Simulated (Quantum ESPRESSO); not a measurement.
Runs of Quantum ESPRESSO 7.5 on FeO (Wuestite). It takes space group R-3m (No. 166, trigonal). Conventional cell: a = 3.038 Å, b = 3.038 Å, c = 7.559 Å, α = 90.00°, β = 90.00°, γ = 120.00°. Fe (site symmetry -3m) is surrounded by 6 O at 2.16 Å. O (site symmetry -3m) has 6 Fe at 2.16 Å as nearest neighbours. 

```tsv
task	level	potentials or basis	spin	cell	k mesh	cutoff (eV)	mixing beta	form of the LDA correlation	k mesh for the Wannier functions	mesh quality	gap on the mesh (eV)	pressure (GPa)	moment (μB)
band structure	LDA	GBRV 1.5 LDA	collinear, ferromagnetic start	as given	11 × 11 × 11	762	0.3	PZ81	-	not flagged	none	-16.3	4.00
single point	PBE	SSSP 1.3 efficiency PBE	collinear, ferromagnetic start	as given	11 × 11 × 11	871	0.3	-	-	not flagged	none	(a)	4.00
Wannier functions	PBE	PseudoDojo 0.4.1 SR PBE standard	collinear, ferromagnetic start	as given	8 × 8 × 8	1225	0.3	-	6 × 6 × 6	coarse	none	-1.8	4.00
single point	PBEsol	GBRV 1.5 PBEsol	collinear, ferromagnetic start	as given	11 × 11 × 11	762	0.3	-	-	not flagged	none	-9.3	4.00
phonons	BLYP	GBRV 1.5 PBE	off	relaxed	4 × 4 × 4, shifted	762	0.5	-	-	coarse	none	0.3	-
```

Alike in all rows: smearing fermi-dirac 0.05 eV.

**Question.** Estimate the missing entries.

**Answer.** (a) -2.2.

Caveats: some runs use coarse meshes; semilocal functionals often make such compounds metallic where correlation or magnetic order opens a gap, which also shifts bond lengths; a cell with one magnetic atom can't hold antiferromagnetic order, which such compounds often take (some runs); so large a pressure means that the cell lies far from this level's equilibrium, or that cutoff or potentials fall short (some runs); the Wannier minimisation didn't converge (some runs); the mesh is thin for the phonons of a metal (some runs); the potentials were made for another functional, which shifts forces and pressure (some runs); some modes are imaginary (some runs).

A k mesh can miss the band edges.

A gap of «none» marks a metal or a gap under the smearing width.

Not every run made on this cell is shown here.
